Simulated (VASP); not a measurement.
Here is a VASP 6.6.1 calculation.

Contents of INCAR:

```
SYSTEM = Te
PREC = Accurate ; ENCUT = 500
EDIFF = 1E-7 ; ISMEAR = 0
SIGMA = 0.02 ; LREAL = .False.
LASPH = .True. ; NELM = 100
ALGO = Fast ; ISIF = 2
LWAVE = .False. ; LCHARG = .True.
GGA = PE ; LELF = .True.
LVHAR = .True. ; NBANDS = 13
```

The input KPOINTS:

```
regular mesh
0
Gamma
  5 5 5
  0 0 0
```

Contents of POSCAR:

```
Te
1.0
   -2.9577914636      3.8759656627      1.5351528885
    2.9577914636     -3.8759656627      1.5351528885
    2.9577914636      3.8759656627     -1.5351528885
Te
2
Direct
    0.0009290200      0.7509290200      0.2500000000
    0.9990709800      0.2490709800      0.7500000000
```

Potentials or basis: VASP PAW PBE potentials, release 64 (Te_GW).

Command:

```console
$ cat potpaw_PBE.64/Te_GW/POTCAR > POTCAR
$ mpirun -np 1 vasp_std > vasp.out
```

**Question.** What does it give for the pressure?

**Answer.** 0.2 GPa.

**Question.** Predict the largest force.

**Answer.** 0.014 eV/Å.

Stress tensor (GPa, compression positive):
```
-1.86  0.00  0.00
 0.00 -0.69  0.00
 0.00  0.00  3.07
```

Caveat: the k mesh is coarse (spacing up to 0.46 Å⁻¹), so the values aren't converged. Spin-orbit coupling is left out, which matters for the levels of Te.
